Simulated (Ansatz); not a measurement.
CoPt (CuAu type, space group P4/mmm)

```xyz
2
Lattice="2.6763 0.0000 0.0000 0.0000 2.6763 0.0000 0.0000 0.0000 3.7275" Properties=species:S:1:pos:R:3 pbc="T T T"
Co     1.3382     1.3382     1.8638
Pt     0.0000     0.0000     0.0000
```

In this cell atom 2 (Pt, nearest neighbour Co at 2.656 Å; its periodic images, 2.7 Å or more away, move with it) is moved by u·(1.000, 0.000, 0.000) + v·(0.000, 0.000, 1.000); the rest is frozen.

The numbers are results of r2SCAN (plane waves to 500 eV, PAW, scalar-relativistic; Ansatz, an electronic-structure program), not measurements. k mesh 14×14×10 (Γ-centred), Fermi-Dirac smearing 0.05 eV. E stands for the smeared free energy. Points where atoms come too close for the PAW data are left out (x in tables, blank in figures). With partly filled bands, energies and forces of such displacements shift with the k mesh and the smearing. On this mesh the relaxed cell isn't quite at rest: it carries a pressure of -0.2 GPa (compression positive) at the zero of the scan. CoPt was relaxed with its symmetry unable to fall. Relaxed CoPt ends ferromagnetic. Spin-orbit coupling is left out, though Pt is heavy. Other magnetic orders were not checked, so this need not be the ground state. ΔE is measured from the undisplaced structure. Axes are in Å.

**Question.** Predict the ΔE (eV/cell) at all points of the grid u = -0.660, -0.330, 0.000, 0.330, 0.660 by v = -0.660, -0.330, 0.000, 0.330, 0.660.

**Answer.** ΔE (eV/cell), with u across and v down:

```
v \ u   -0.660  -0.330  0.000  0.330  0.660
------  ------  ------  -----  -----  -----
-0.660       x   3.255  2.166  3.255      x
-0.330   1.979   0.887  0.446  0.887  1.979
0.000    0.862   0.231  0.000  0.231  0.862
0.330    1.979   0.887  0.446  0.887  1.979
0.660        x   3.255  2.166  3.255      x
```

(For displaced atoms, the force is minus the slope of the energy, and its curvature is a force constant, which sets phonon frequencies.)
